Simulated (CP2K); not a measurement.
Runs of CP2K 2026.2 on Na2S. It takes space group Fm-3m (No. 225, cubic). Conventional cell: a = 6.547 Å, b = 6.547 Å, c = 6.547 Å, α = 90.00°, β = 90.00°, γ = 90.00°. S (site symmetry m-3m) is surrounded by 8 Na at 2.83 Å. Na (site symmetry -43m) has 4 S at 2.83 Å as nearest neighbours. 

```csv
level,potentials or basis,smearing,EPS_DEFAULT,NGRIDS,points a segment of the path (NPOINTS),bands added on the path,CUTOFF of the grids,gap on the mesh (eV),pressure (GPa)
r2SCAN,"POTENTIAL_UZH S GTH-SCAN-q6, Na GTH-SCAN-q9; TZVP-MOLOPT-SCAN-GTH basis",fermi-dirac 0.1 eV,1.0E-9,5,10,4,1400 Ry,3.00,-0.2
TB-mBJ,"POTENTIAL_UZH S GTH-PBE-q6, Na GTH-PBE-q9; TZVP-MOLOPT-PBE-GTH basis",fermi-dirac 0.01 eV,1.0E-10,5,6,6,1400 Ry,3.13,-
PBEsol,"POTENTIAL_UZH S GTH-PBE-q6, Na GTH-PBE-q9; TZVP-MOLOPT-PBE-GTH basis",fermi-dirac 0.1 eV,1.0E-9,5,6,6,1350 Ry,2.30,(b)
LDA,"GTH_POTENTIALS S GTH-PADE-q6, Na GTH-PADE-q9; TZVP-MOLOPT-PBE-GTH basis",fermi-dirac 0.05 eV,1.0E-9,4,8,2,1350 Ry,(a),-1.8
```

Alike in all rows: task band structure; no spin polarisation; cell as given; k mesh 7 × 7 × 7.

**Question.** Fill in the values left out.

**Answer.** (a) 2.16; (b) 0.0.

Caveats: the basis of atomic orbitals isn't converged, which shifts pressures, moduli and gaps; the potentials were made for another functional, which shifts forces and pressure (some runs); this is a model potential without an energy functional, so only levels have meaning (some runs).

Runs at the PBE level aren't shown here.
